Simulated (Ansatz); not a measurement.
## Ge in Ansatz: the effect of functional

The system is Ge.

```xyz
2
Lattice="1.4979 -2.6119 0.0000 1.4979 2.6119 0.0000 0.0000 0.0000 4.7589" Properties=species:S:1:pos:R:3 pbc="T T T"
Ge    1.4979    0.8700    1.1897
Ge    1.4979   -0.8700    3.5692
```

This isn't the form of Ge at room conditions, which is diamond.

The cell isn't the ideal one: volume scaled by 1.02.

Alike in all runs:

- Program: Ansatz 0.2.0
- Task: single point
- Potentials or basis: Ansatz PAW
- k mesh: 10 × 10 × 6
- Occupations: fermi-dirac, width 0.05 eV
- Spin: no spin polarisation

```csv
functional,cutoff,pressure (GPa)
LDA,420 eV (not typed: the program's choice for these potentials),-2.6
PBEsol,420 eV (not typed: the program's choice for these potentials),-1.0
r2SCAN,500 eV (not typed: the program's choice for these potentials),?
```

Question: What does the run with functional r2SCAN give?

Answer: Pressure 0.6 GPa.

Caveats: the PAW data sets come from PBE, with cores solved anew for the run's functional, which leaves a small shift of forces and pressure.
